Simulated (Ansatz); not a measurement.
# Lattice vibrations of Ru at Γ at 18 GPa

Theory: DFT PBE, scalar-relativistic, plane waves, PAW in Ansatz 0.2.0. Settings: 420 eV plane-wave cutoff, Γ-centred 18×18×10 mesh, Fermi-Dirac smearing of 0.15 eV. No spin polarisation. Phonons by linear response, acoustic sum rule imposed.

The cell, relaxed at 18 GPa:
```
CELL_PARAMETERS angstrom
2.67396 0.00000 0.00000
-1.33698 2.31572 0.00000
0.00000 0.00000 4.23034
ATOMIC_POSITIONS crystal
Ru 0.33333 0.66667 0.25000
Ru 0.66667 0.33333 0.75000
```

In a metal, frequencies and elastic constants depend on the k mesh and the smearing, soft modes and shear constants most.

Optical modes at Γ; i marks an imaginary frequency:
```csv
frequency (cm⁻¹),degeneracy
205,2
283,1
```

All 3 optical modes at Γ are real: no displacement of atoms at fixed cell lowers the energy to second order. Strains and modes at other wave vectors aren't tested by this run.

Cost: 1 run of about 0.47 core-minutes, on AMD EPYC 9R45 (Zen 5) (shared hosts).